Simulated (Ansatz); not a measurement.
**MgB2 in Ansatz: the effect of target pressure**

Crystal: MgB2.

```
CELL_PARAMETERS angstrom
3.08500 0.00000 0.00000
-1.54250 2.67169 0.00000
0.00000 0.00000 3.52300
ATOMIC_POSITIONS crystal
Mg 0.00000 0.00000 0.00000
B 0.66667 0.33333 0.50000
B 0.33333 0.66667 0.50000
```

Alike in all runs:

* Program: Ansatz 0.2.0
* Task: relaxation of cell and atoms
* Functional: PBE
* Potentials or basis: Ansatz PAW
* Cutoff: 420 eV (not typed: the program's choice for these potentials)
* k mesh: 10 × 10 × 8
* Occupations: fermi-dirac, width 0.05 eV
* Spin: no spin polarisation

Each run relaxes the cell or the atoms first.

```csv
target pressure,relaxed volume (Å³/atom)
0 GPa,9.62
2 GPa,9.49
5 GPa,9.31
10 GPa,?
20 GPa,8.58
30 GPa,8.21
```

Q: What does the run with target pressure 10 GPa give?

A: Relaxed volume 9.03 Å³/atom.

Worked out: In Murnaghan's law V^(-B') rises as a straight line in P. The other rows fit best with B' = 3.3, V0 = 9.62 Å³/atom and B0 = 144 GPa, which gives 9.04 Å³/atom at 10 GPa, against the run's 9.03.

Caveats: the plane-wave basis is chosen anew once the cell has moved, so the energies of steps on either side of that aren't comparable; the volume moved by over 15 % at a fixed basis, so the end points are rough (some runs).
